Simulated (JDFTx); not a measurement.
Runs of JDFTx 1.7.0 (patched build) on Ag. The structure is cubic, space group Fm-3m (No. 225). Conventional cell: a = 4.085 Å, b = 4.085 Å, c = 4.085 Å, α = 90.00°, β = 90.00°, γ = 90.00°. Ag (site symmetry m-3m) is surrounded by 12 Ag at 2.89 Å. 

| level | potentials or basis | k mesh | cutoff (eV) | mesh quality | gap on the mesh (eV) | pressure (GPa) | relaxed volume (Å³/atom) |
| --- | --- | --- | --- | --- | --- | --- | --- |
| PBE | PseudoDojo-SR-PBE-0.5-stringent with smoothed tails | 11 × 11 × 11 | 1116 | not flagged | none | 0.0 | 17.72 |
| r2SCAN | SG15-PBE-1.2 with smoothed tails | 6 × 6 × 6 | 1088 | coarse | none | 0.0 | 17.35 |
| AM05 | SG15-PBE-1.2 with smoothed tails | 6 × 6 × 6 | 1088 | coarse | none | 0.0 | 16.72 |
| LDA | SG15-PBE-1.2 with smoothed tails | 6 × 6 × 6 | 1088 | coarse | none | 0.0 | (b) |
| revPBE | SG15-PBE-1.2 with smoothed tails | 6 × 6 × 6 | 1088 | coarse | none | 0.0 | 18.77 |
| PBEsol | SG15-PBE-1.2 with smoothed tails | 6 × 6 × 6 | 1088 | coarse | none | 0.0 | 16.72 |
| PBE | Ansatz-NC-SR-PBE with smoothed tails | 11 × 11 × 11 | 980 | not flagged | none | 0.0 | 17.80 |
| RPBE | SG15-PBE-1.2 with smoothed tails | 6 × 6 × 6 | 1088 | coarse | none | 0.0 | 19.08 |
| TPSS | SG15-PBE-1.2 with smoothed tails | 6 × 6 × 6 | 1088 | coarse | none | 0.0 | 17.17 |
| SCAN | SG15-PBE-1.2 with smoothed tails | 6 × 6 × 6 | 1088 | coarse | none | 0.1 | (a) |
| BLYP | SG15-PBE-1.2 with smoothed tails | 6 × 6 × 6 | 1088 | coarse | none | 0.0 | 19.53 |
| PBE | SG15-PBE-1.2 with smoothed tails | 11 × 11 × 11 | 1088 | not flagged | none | 0.0 | 17.79 |

Alike in all rows: task relaxation of cell and atoms; no spin polarisation; cell relaxed; smearing fermi-dirac 0.05 eV.

Fill in the values left out.

(a) 17.06; (b) 16.00.

Caveats: some runs use coarse meshes; the potentials were made for another functional, which shifts forces and pressure (some runs); the plane waves are those of the starting cell, so after so large a change of volume the result is rough (some runs).

A k mesh can miss the band edges, and the runs leave out spin-orbit coupling on Ag.

A gap of «none» marks a metal or a gap under the smearing width.
